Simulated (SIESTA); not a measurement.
# CaF2 (Fluorite) (Fm-3m) in SIESTA: a run that goes wrong, beside a sound one

A flawed run on CaF2 (Fluorite) and a sound one for comparison.

Everything below comes from runs of SIESTA 5.4.2. Logs are shortened: lines on timing, memory, paths and dates and some standing lists are left out, and cuts for length are marked.

## Step 1: The structure

It takes space group Fm-3m (No. 225, cubic). The conventional cell has a = 5.462 Å, b = 5.462 Å, c = 5.462 Å, α = 90.00°, β = 90.00°, γ = 90.00°. Ca (site symmetry m-3m) has 8 F at 2.37 Å as nearest neighbours. Around F (site symmetry -43m) lie 4 Ca at 2.37 Å.

## Step 2: A run with an altered input

run.py reads:

```python
from ase.io import read
from ase.calculators.siesta import Siesta
from ase.units import Ry, GPa

atoms = read("CaF2.xyz")

fdf = {
    'SCFMustConverge': False,
    'OccupationFunction': 'tetrahedron',
    'ElectronicTemperature': '0.05 eV',
    'MaxSCFIterations': '100',
    'SCF.Mixer.Method': 'Pulay',
    'SCF.Mixer.Weight': '0.25',
    'SCF.Mixer.History': '8',
    'SCF.DM.Tolerance': '5.0e-05',
    'SCF.H.Tolerance': '1.0e-03 eV',
    'WriteForces': 'true',
    'Charge.Mulliken': 'end',
    'PAO.Basis': ['Ca.1 5', 'n=3 0 2', '  3.547 0.000', 'n=4 0 2', '  9.500 0.000', 'n=3 1 2', '  4.081 0.000', 'n=4 1 1', '  9.500', 'n=3 2 1', '  7.000'],
}
calc = Siesta(
    label="CaF2",
    command="siesta < PREFIX.fdf > PREFIX.out",
    pseudo_path="pseudos",
    pseudo_qualifier="",
    xc=('GGA', 'PBE'),
    basis_set="DZP",
    mesh_cutoff=800 * Ry,
    energy_shift=0.003 * Ry,
    kpts=[8, 8, 8],
    spin="non-polarized",
    fdf_arguments=fdf,
)
atoms.calc = calc

print(f"energy = {atoms.get_potential_energy():.6f} eV")
free = atoms.get_potential_energy(force_consistent=True)
print(f"free energy = {free:.6f} eV")
print("forces (eV/A):")
print(atoms.get_forces(apply_constraint=False).round(6))
print("stress (GPa, Voigt order, tension positive):", (atoms.get_stress() / GPa).round(4))
```

CaF2.xyz reads:

```xyz
3
Lattice="0.0000000000 2.7310000000 2.7310000000 2.7310000000 0.0000000000 2.7310000000 2.7310000000 2.7310000000 0.0000000000" Properties=species:S:1:pos:R:3 pbc="T T T"
Ca     0.0000000000      0.0000000000      0.0000000000
F      4.0965000000      4.0965000000      4.0965000000
F      1.3655000000      1.3655000000      1.3655000000
```

Potentials or basis: PseudoDojo 0.4 standard (PBE files), DZP (energy shift 0.003 Ry; two zetas on semicore shells; d shell added on Ca).

The run is started by

```
> python run.py
```

Standard output:

```text
fermid: Error: Allowed values for OccupationFunction are FD, MP, Cold
Stopping Program from Node:    0

Program received signal SIGABRT: Process abort signal.

Backtrace for this error:
#0  0x566343d6f957 in ???
#1  0x56634f3a4cac in __pthread_kill_implementation
#2  0x56634f34bfb7 in raise
#3  0x56634f335d37 in abort
#4  0x566343e7a5b3 in ???
#5  0x566343e7b9c3 in ???
#6  0x566343e612db in ???
#7  0x566343e619fb in ???
#8  0x566343e39893 in ???
#9  0x566343da5d3b in _dl_audit_pltexit
#10  0x566343da06bb in dfs_traversal.part.0
#11  0x56634f336573 in __libc_start_call_main
#12  0x56634f336657 in __libc_start_main_impl
#13  0x566343da07af in _dl_sort_maps
#14  0xffffffffffffffff in ???
Aborted
Traceback (most recent call last):
ase.calculators.calculator.CalculationFailed: Calculator "siesta" failed with command "siesta < CaF2.fdf > CaF2.out" failed in <dir> with error code 134
```

CaF2.fdf:

```text
SystemName	CaF2
SystemLabel	CaF2

Charge.Mulliken	end
ElectronicTemperature	0.05 eV
MaxSCFIterations	100
OccupationFunction	tetrahedron
%block PAO.Basis
Ca.1 5
n=3 0 2
  3.547 0.000
n=4 0 2
  9.500 0.000
n=3 1 2
  4.081 0.000
n=4 1 1
  9.500
n=3 2 1
  7.000
%endblock PAO.Basis
SCF.DM.Tolerance	5.0e-05
SCF.H.Tolerance	1.0e-03 eV
SCF.Mixer.History	8
SCF.Mixer.Method	Pulay
SCF.Mixer.Weight	0.25
SCFMustConverge	False
WriteForces	true

Spin	non-polarized
XC.functional	GGA
XC.authors	PBE

MeshCutoff	10884.554409746897	eV
PAO.EnergyShift	0.040817079036550866	eV

NumberOfSpecies	2
NumberOfAtoms	3
%block ChemicalSpecieslabel
    1 20 Ca.1 Ca.1.psml
    2 9 F.2 F.2.psml
%endblock ChemicalSpecieslabel

%block PAO.BasisSizes
    Ca.1	DZP
    F.2	DZP
%endblock PAO.BasisSizes

LatticeConstant	1.0 Ang
%block LatticeVectors
    0.0 2.731 2.731
    2.731 0.0 2.731
    2.731 2.731 0.0
%endblock LatticeVectors
AtomicCoordinatesFormat	Ang
%block AtomicCoordinatesAndAtomicSpecies
    0.0 0.0 0.0 1
    4.0965 4.0965 4.0965 2
    1.3655 1.3655 1.3655 2
%endblock AtomicCoordinatesAndAtomicSpecies
%block DM.InitSpin
%endblock DM.InitSpin

#KPoint grid
%block kgrid_Monkhorst_Pack
     8       0       0  0.0
     0       8       0  0.0
     0       0       8  0.0
%endblock kgrid_Monkhorst_Pack
```

CaF2.out:

```text
Version         : 5.4.2

[... 6 lines left out ...]
 NOTE: Please see the manual for full details and compatibility measures.

reinit: Reading from standard input
reinit: Dumping input in INPUT_TMP.90665
************************** Dump of input data file ****************************
SystemName	CaF2
SystemLabel	CaF2
Charge.Mulliken	end
ElectronicTemperature	0.05 eV
MaxSCFIterations	100
[... 598 lines left out ...]
        2.731000    2.731000    0.000000

outcell: Cell vector modules (Ang)   :    3.862217    3.862217    3.862217
outcell: Cell angles (23,13,12) (deg):     60.0000     60.0000     60.0000
outcell: Cell volume (Ang**3)        :     40.7376
new_DM -- step:     1
Initializing Density Matrix...

Attempting to read DM from file... Failed...
DM filled with atomic data:

InitMesh: MESH = 54 x 54 x 54 = 157464
InitMesh: Mesh cutoff (required, used) =   800.000   810.415 Ry
fermid: Error: Allowed values for OccupationFunction are FD, MP, Cold
Stopping Program from Node:    0
```

Wall time 11 s (1 thread of Arm Neoverse V1, shared host); peak memory 0.27 GiB.

The input was rejected before any iteration. What is wrong with the input: unknown occupation function (OccupationFunction = tetrahedron).

## Step 3: Single point, PBE

Edit run.py of step 2 so:

```diff
@@ -8,5 +8,5 @@
     'SCFMustConverge': False,
-    'OccupationFunction': 'tetrahedron',
+    'OccupationFunction': 'FD',
     'ElectronicTemperature': '0.05 eV',
-    'MaxSCFIterations': '100',
+    'MaxSCFIterations': '120',
     'SCF.Mixer.Method': 'Pulay',
```

CaF2.xyz is that of step 2.

Potentials or basis: PseudoDojo 0.4 standard (PBE files), DZP (energy shift 0.003 Ry; two zetas on semicore shells; d shell added on Ca).

The run is started by

```
> python run.py
```

Wall time 41 s (1 thread of Arm Neoverse V1, shared host); peak memory 0.28 GiB.

Results (log left out):

* Free energy: -2401.9396 eV
* Pressure: 2.3 GPa
* Band gap on the k mesh: 7.32 eV, indirect (least direct gap 7.57 eV)

Caveat: the basis of atomic orbitals isn't converged, which shifts pressures, moduli and gaps. A k mesh can miss the band edges.
